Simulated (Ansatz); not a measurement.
The system is TiSi.

```
Ti Si
1.0
     1.81618   -2.11762    0.00000
     1.81618    2.11762    0.00000
     0.00000    0.00000    3.80393
Ti Si
1 1
Cartesian
  1.8162 0.0000 0.0000
  0.0000 0.0000 1.9020
```

The cell comes from a database or a generator and needn't be the stable form of this composition.

Base run:

```yaml
Program: Ansatz 0.2.0
Functional: PBEsol
Potentials_or_basis: all-electron LAPW, scalar-relativistic
Cutoff: 239 eV (chosen from the basis error)
Basis_error_allowed: 0.001 eV/atom
k_mesh: 10 × 10 × 7
Occupations: fermi-dirac, width 0.05 eV
Spin: no spin polarisation
Hubbard_terms: Ti d U = 8 eV
```

Its results: band gap on the k mesh none (metal or under the smearing width); pressure 18.2 GPa.

Q: The run is repeated on the same cell with these changes: hubbard terms from Ti d U = 8 eV to none. What comes out?

A: Band gap on the k mesh none (metal or under the smearing width); pressure -4.3 GPa.

Caveats: U is the effective U less J, on atomic orbitals that reach past the spheres (some runs); U without spin polarisation on a metal has little footing (some runs); the U is typed as a test and isn't derived for this compound (some runs).
